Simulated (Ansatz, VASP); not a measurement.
# MoSe2: VASP beside Ansatz

One calculation is typed for both programs; each brings its own data sets. How far apart do they land? The structure shown is the end of the Ansatz relaxation below.

Calculated with Ansatz 0.2.0; plane waves, with VASP 6.6.1 beside it; single point at PBE with D3(BJ).

### Step 1. Starting point

The cell holds 15 atoms: 5 Mo and 10 Se. Its edges and angles: a = 3.278 Å, b = 3.278 Å, c = 44.025 Å, α = 90.0°, β = 90.0°, γ = 120.0°. Vacuum lies along c.

As a file:

```cif
data_structure
_symmetry_space_group_name_H-M 'P 1'
_symmetry_Int_Tables_number 1
_cell_length_a 3.2778
_cell_length_b 3.2778
_cell_length_c 44.0250
_cell_angle_alpha 90.000
_cell_angle_beta 90.000
_cell_angle_gamma 120.000
_cell_volume 409.64
loop_
_atom_site_label
_atom_site_type_symbol
_atom_site_fract_x
_atom_site_fract_y
_atom_site_fract_z
_atom_site_occupancy
Mo1 Mo 0.66667 0.33333 0.21068 1
Mo2 Mo 0.33333 0.66667 0.35540 1
Mo3 Mo 0.66667 0.33333 0.50000 1
Mo4 Mo 0.33333 0.66667 0.64460 1
Mo5 Mo 0.66667 0.33333 0.78932 1
Se6 Se 0.33333 0.66667 0.17262 1
Se7 Se 0.33333 0.66667 0.24872 1
Se8 Se 0.33333 0.66667 0.46199 1
Se9 Se 0.66667 0.33333 0.31738 1
Se10 Se 0.33333 0.66667 0.53801 1
Se11 Se 0.66667 0.33333 0.39342 1
Se12 Se 0.33333 0.66667 0.75128 1
Se13 Se 0.66667 0.33333 0.60658 1
Se14 Se 0.33333 0.66667 0.82738 1
Se15 Se 0.66667 0.33333 0.68262 1
```

### Step 2. Ansatz: relaxation, PBE with D3(BJ)

Ansatz runs on its PAW soft_1 files.

This run makes the geometry at which the two programs are then compared.

File input.yaml:

```yaml
crystal:
  lattice:
    - [3.288, 0.0, 0.0]
    - [-1.644, 2.84749153, 0.0]
    - [0.0, 0.0, 44.025]
  atoms:
    - { symbol: Mo, position: [0.66666667, 0.33333333, 0.20698467] }
    - { symbol: Mo, position: [0.33333333, 0.66666667, 0.35349233] }
    - { symbol: Mo, position: [0.66666667, 0.33333333, 0.5] }
    - { symbol: Mo, position: [0.33333333, 0.66666667, 0.64650767] }
    - { symbol: Mo, position: [0.66666667, 0.33333333, 0.79301533] }
    - { symbol: Se, position: [0.33333333, 0.66666667, 0.17035775] }
    - { symbol: Se, position: [0.33333333, 0.66666667, 0.24361158] }
    - { symbol: Se, position: [0.33333333, 0.66666667, 0.46337308] }
    - { symbol: Se, position: [0.66666667, 0.33333333, 0.31686542] }
    - { symbol: Se, position: [0.33333333, 0.66666667, 0.53662692] }
    - { symbol: Se, position: [0.66666667, 0.33333333, 0.39011925] }
    - { symbol: Se, position: [0.33333333, 0.66666667, 0.75638842] }
    - { symbol: Se, position: [0.66666667, 0.33333333, 0.60988075] }
    - { symbol: Se, position: [0.33333333, 0.66666667, 0.82964225] }
    - { symbol: Se, position: [0.66666667, 0.33333333, 0.68313458] }
kpoints:
  mp_grid: { grid: [12, 12, 1] }
scf:
  occupations: { method: fermi_dirac, width: 0.02 }
hamiltonian:
  xc: pbe
  pseudopotentials: { kind: paw, azcp: { folder: soft_1 } }
  dispersion: d3bj
basis:
  ecutwfc: 600
output:
  forces: true
  stress: true
relax:
  f_tol: 0.005
  max_steps: 70
  cell: { stress_tol: 0.02, p_target: 0, fix: [c, alpha, beta, gamma] }
```

The run is started by

```sh
$ ansatz run input.yaml --threads 4 --pin off --max-ram 10240MiB --backend cpu --events-out ev --progress --plain --runs-dir out
```

Numbers of over 12 decimals in the logs are rounded to 6 here.

Output:

```text
Warning: crystal.symmetry: narrowed to the stabiliser of the fixed cell quantities (relax.cell.fix) — unitary ops 12 → 4. The narrowing is safe, since a smaller group never makes results wrong: the run goes on under it, on as many k-points as the starting group would need, or more. Excluded: 8 operations that would move a fixed cell quantity at a test strain (relax.cell.fix fixes c, alpha, beta, gamma). The cell can leave their symmetry as it relaxes.
Engine: ansatz 0.2.0, aarch64-unknown-linux-gnu
Pseudopotentials: kind: paw
Pseudopotential: Mo, paw, valence charge 14, recommended cutoff 420 eV (normal), soft_1/Mo.paw.azcp
Pseudopotential: Se, paw, valence charge 16, recommended cutoff 420 eV (normal), soft_1/Se.paw.azcp
Functional definition: PBE
  parameter kappa = 0.804
  parameter beta = 0.066725
  exchange = pbe_x(kappa = kappa, mu = beta*pi^2/3)
  correlation = pbe_c(beta = beta)
Crystal: 15 atoms, lattice volume = 412.186 Å³
Basis set: ecut = 600 eV, 13927 PW (Γ), exchange–correlation on 54×54×720 points (8 copies of the dense FFT grid, shifted against one another)
Bands: 138, of which v1, the nominal top of the filled ones, is band 115 counted from 1 (114 counted from 0)
Symmetry: 4 space group operations
k-points: 43 of 144 (time reversal used)
Non-local potential: Mo, projectors of the file, l = 0: 3, l = 1: 2, l = 2: 2, l = 3: 1
Non-local potential: Se, projectors of the file, l = 0: 2, l = 1: 2, l = 2: 3, l = 3: 1
PAW form: soft (Blöchl's): semilocal exchange-correlation on the pseudo side does not see the compensation charge
PAW one-centre angular grid: Mo, 590 points (default); XC on 64 Gauss nodes
PAW one-centre angular grid: Se, 590 points (default); XC on 64 Gauss nodes
Initial density: superposition of atomic densities (neutral atoms: chi_scale 0, normalization atom)
Initial wavefunctions: pseudopotential atomic-orbital guess
Functional: x = pbe(κ = 0.804, μ = 0.219515), c = pbe(β = 0.066725)
SCF iter   1: F=—  HF=-79492.111306 eV  |F-HF|=—  |Δ(HF+E_count)|=         —  Δρ=5.81e-2  dr2=1.97e1  ethr=3.10e-3  ⟨swp⟩=7.0  Hψ=21804  notcnv=0  defer=73
preconditioner: auto → Resta (q_TF=auto, 2.476 Å⁻¹)  ε∞=4.7  [insulator: Δε(μ)=0.885 eV  Ē_g=8.997 eV  σ=0.020 eV  W_gap=1.00  n_scr=124 (ndim 8)  ℏωp=17.4 eV  f_vac=0.278  D(μ)=0.00/eV (n_scr^D=0)  ε∞_Penn≈4.7  vacuum switching on, ρ_ref=5.9e-3 e/Å³]
SCF iter   2: F=—  HF=-79488.519025 eV  |F-HF|=—  |Δ(HF+E_count)|=    3.59e0  Δρ=2.26e-2  dr2=6.26e0  ethr=3.10e-3  ⟨swp⟩=3.0  Hψ=10107  notcnv=0  defer=651
SCF iter   3: F=—  HF=-79487.778969 eV  |F-HF|=—  |Δ(HF+E_count)|=   7.40e-1  Δρ=1.42e-2  dr2=9.34e-1  ethr=2.72e-3  ⟨swp⟩=2.1  Hψ=7039  notcnv=0  defer=662
SCF iter   4: F=—  HF=-79487.554292 eV  |F-HF|=—  |Δ(HF+E_count)|=   2.25e-1  Δρ=2.86e-3  dr2=7.76e-2  ethr=4.06e-4  ⟨swp⟩=2.8  Hψ=8326  notcnv=0  defer=659
SCF iter   5: F=—  HF=-79487.546010 eV  |F-HF|=—  |Δ(HF+E_count)|=   8.28e-3  Δρ=9.17e-4  dr2=8.18e-3  ethr=3.37e-5  ⟨swp⟩=3.7  Hψ=11374  notcnv=0  defer=659
SCF iter   6: F=—  HF=-79487.545564 eV  |F-HF|=—  |Δ(HF+E_count)|=   4.46e-4  Δρ=4.91e-4  dr2=2.76e-3  ethr=3.56e-6  ⟨swp⟩=3.0  Hψ=10158  notcnv=0  defer=659
SCF iter   7: F=—  HF=-79487.546077 eV  |F-HF|=—  |Δ(HF+E_count)|=   5.13e-4  Δρ=2.66e-4  dr2=2.51e-3  ethr=1.20e-6  ⟨swp⟩=3.5  Hψ=8955  notcnv=0  defer=659
SCF iter   8: F=—  HF=-79487.545979 eV  |F-HF|=—  |Δ(HF+E_count)|=   9.82e-5  Δρ=1.59e-4  dr2=2.81e-4  ethr=1.09e-6  ⟨swp⟩=2.0  Hψ=6486  notcnv=0  defer=667
SCF iter   9: F=—  HF=-79487.545974 eV  |F-HF|=—  |Δ(HF+E_count)|=   4.40e-6  Δρ=4.81e-5  dr2=2.90e-5  ethr=1.22e-7  ⟨swp⟩=2.0  Hψ=6802  notcnv=0  defer=667
SCF iter  10: F=—  HF=-79487.546064 eV  |F-HF|=—  |Δ(HF+E_count)|=   8.93e-5  Δρ=2.52e-5  dr2=5.96e-6  ethr=1.26e-8  ⟨swp⟩=2.2  Hψ=7608  notcnv=0  defer=667
SCF iter  11: F=—  HF=-79487.546064 eV  |F-HF|=—  |Δ(HF+E_count)|=   9.24e-7  Δρ=6.49e-6  dr2=5.21e-7  ethr=2.59e-9  ⟨swp⟩=2.1  Hψ=7056  notcnv=0  defer=667
SCF iter  12: F=-79487.546065 eV  HF=-79487.546065 eV  |F-HF|=1.18e-8  |Δ(HF+E_count)|=   1.25e-7  Δρ=2.85e-6  dr2=6.16e-8  ethr=4.35e-11  ⟨swp⟩=5.0  Hψ=19009  notcnv=0
SCF 1 converged in 12 iterations: F = -79487.546065 eV  dr2 = 6.16e-8
  greatest PAW one-centre occupation: 1.000 electrons in one spin orbital (limit 2), on the Se atom at site 9 (counted from 0), in its partial waves of l = 2
relax step   1: F+E_penalty+E_count = -79487.54606458 eV  Δ(F+E_penalty+E_count) = +0.000e0 eV  max|allowed force component| = 1.116e0 eV/Å  Δτ_max = 0.0000 Å  P = +3.222 GPa  Ω = 412.186 Å³  fix = [c, alpha, beta, gamma]  reactions: c +5.965 GPa; gamma +0.000 GPa/rad  (12 SCF iters, dr2 threshold 1.00e-7 eV, accepted)
[...]
relax step   7: F+E_penalty+E_count = -79487.87841242 eV  Δ(F+E_penalty+E_count) = +2.578e-5 eV  max|allowed force component| = 7.827e-3 eV/Å  Δτ_max = 0.0052 Å  P = +0.014 GPa  Ω = 409.614 Å³  energy of the carried Pulay correction = +2.610e-5 eV  fix = [c, alpha, beta, gamma]  (10 SCF iters, dr2 threshold 1.82e-9 eV, rejected (line search))
[...]
relax step   8: F+E_penalty+E_count = -79487.87844943 eV  Δ(F+E_penalty+E_count) = -1.122e-5 eV  max|allowed force component| = 3.894e-4 eV/Å  Δτ_max = 0.0023 Å  P = -0.004 GPa  Ω = 409.644 Å³  energy of the carried Pulay correction = +2.579e-5 eV  fix = [c, alpha, beta, gamma]  reactions: c -0.011 GPa; gamma +0.000 GPa/rad  (12 SCF iters, accepted)
[...]
relax step   9: F+E_penalty+E_count = -79487.87842475 eV  Δ(F+E_penalty+E_count) = +2.468e-5 eV  max|allowed force component| = 3.893e-4 eV/Å  Δτ_max = 0.0000 Å  P = -0.004 GPa  Ω = 409.644 Å³  fix = [c, alpha, beta, gamma]  reactions: c -0.010 GPa; gamma +0.000 GPa/rad  stress off target by 3.90e-4 GPa on what of the cell is left free  SCF on the basis re-selected at this cell (its energy is not comparable with the rows above)  (5 SCF iters)
basis re-selected at this cell: Δ(F+E_penalty+E_count) = +2.468e-5 eV, ΔP = -0.000 GPa vs the last step (what re-selecting the basis moved, of the pressure what is left beyond the Pulay correction that the steps carried, after the strain that the cell walked since its last selection, with what the two solves' SCF thresholds leave and, on support functions, any second-order correction that the steps lacked; it is no m [...]
SCF converged after 5 iterations
Free energy (F): -79487.878425 eV
Harris-Foulkes:  -79487.878425 eV  (|F-HF|=3.20e-10)
Internal energy: -79487.878425 eV  (E = F + TS)
E sigma→0 (E₀):  -79487.878425 eV
Fermi energy:    8.059434 eV
--- Per-component energies (eV) ---
  E_band       = -5170.666197
  E_kinetic    = 3225.594804
  E_local      = -331599.676681  (includes V_loc(G=0)·N_el)
  E_nonlocal   = -2798.659593
  E_hartree    = 165345.862462
  E_xc         = -1737.687650
  E_vxc        = -2010.072672  (∫ρ·V_xc dr)
  E_paw        = -37360.062187  (= ΣΔE_a)
  E_vpaw       = -2679.577549  (= ΣTr[D̂ρ^β])
  E_aug_tail   = 0.000034  (compensation charges beyond the density's cutoff)
  E_ewald      = 125443.527058
  E_disp       = -6.776671  (pairwise vdW)
  E_smearing   = -0.000000  (= −TS)
  E_closure    = -0.000000  (closes the sum)
  Σ components = -79487.878425   (vs F -79487.878425, Δ=0.00e0)
--- Forces (eV/Å), atoms counted from 1 ---
  atom   1  Mo    -0.00000007     0.00000004    -0.00038925
  atom   2  Mo     0.00000022    -0.00000013     0.00012549
  atom   3  Mo    -0.00000024     0.00000014     0.00000000
  atom   4  Mo     0.00000022    -0.00000013    -0.00012549
  atom   5  Mo    -0.00000007     0.00000004     0.00038925
  atom   6  Se     0.00000007    -0.00000004    -0.00032881
  atom   7  Se    -0.00000017     0.00000010     0.00023341
  atom   8  Se    -0.00000018     0.00000010    -0.00004896
  atom   9  Se     0.00000004    -0.00000003    -0.00022002
  atom  10  Se    -0.00000018     0.00000010     0.00004896
  atom  11  Se     0.00000022    -0.00000013     0.00020362
  atom  12  Se    -0.00000017     0.00000010    -0.00023341
  atom  13  Se     0.00000022    -0.00000013    -0.00020362
  atom  14  Se     0.00000007    -0.00000004     0.00032881
  atom  15  Se     0.00000004    -0.00000003     0.00022002
  max |Σ_I F_I| component: 1.71e-8 eV/Å
--- Stress (GPa, compression-positive) ---
       -0.000390      -0.000000       0.000000
       -0.000000      -0.000390       0.000000
        0.000000       0.000000      -0.010418
  P = ⅓ Tr σ = -0.0037 GPa (-0.037 kbar)
--- Relaxed structure (8 steps of the walk, 6 accepted, 1 SCFs on fresh bases) ---
  F+E_penalty+E_count = -79487.87842475 eV   max|allowed force component| = 3.893e-4 eV/Å   (the final SCF, on the basis selected at the relaxed cell)
  cell:  # Å, volume = 409.6443 Å³
    - [3.277845, 0, 0.0]
    - [-1.638923, 2.838697, 0.0]
    - [0.0, 0.0, 44.025]
  atoms:
    - { symbol: Mo, position: [0.666667, 0.333333, 0.210678] }
    - { symbol: Mo, position: [0.333333, 0.666667, 0.355400] }
    - { symbol: Mo, position: [0.666667, 0.333333, 0.5] }
    - { symbol: Mo, position: [0.333333, 0.666667, 0.644600] }
    - { symbol: Mo, position: [0.666667, 0.333333, 0.789322] }
    - { symbol: Se, position: [0.333333, 0.666667, 0.172625] }
    - { symbol: Se, position: [0.333333, 0.666667, 0.248724] }
    - { symbol: Se, position: [0.333333, 0.666667, 0.461985] }
    - { symbol: Se, position: [0.666667, 0.333333, 0.317384] }
    - { symbol: Se, position: [0.333333, 0.666667, 0.538015] }
    - { symbol: Se, position: [0.666667, 0.333333, 0.393415] }
    - { symbol: Se, position: [0.333333, 0.666667, 0.751276] }
    - { symbol: Se, position: [0.666667, 0.333333, 0.606585] }
    - { symbol: Se, position: [0.333333, 0.666667, 0.827375] }
    - { symbol: Se, position: [0.666667, 0.333333, 0.682616] }
```

(Continued in part 2 of 2.)

[Lines on the potential files, build, host, timing and source positions are cut from VASP's logs without a mark.]

[Logs are printed without paths, hosts, clocks, repeated set-up lines and the standing remarks that a program may print on its own settings, such as how far it seeks lower states.]

[Hosts, paths, dates, database ids (printed as entryN), source tags and the programs' standing remarks are cut or masked in the printed files.]
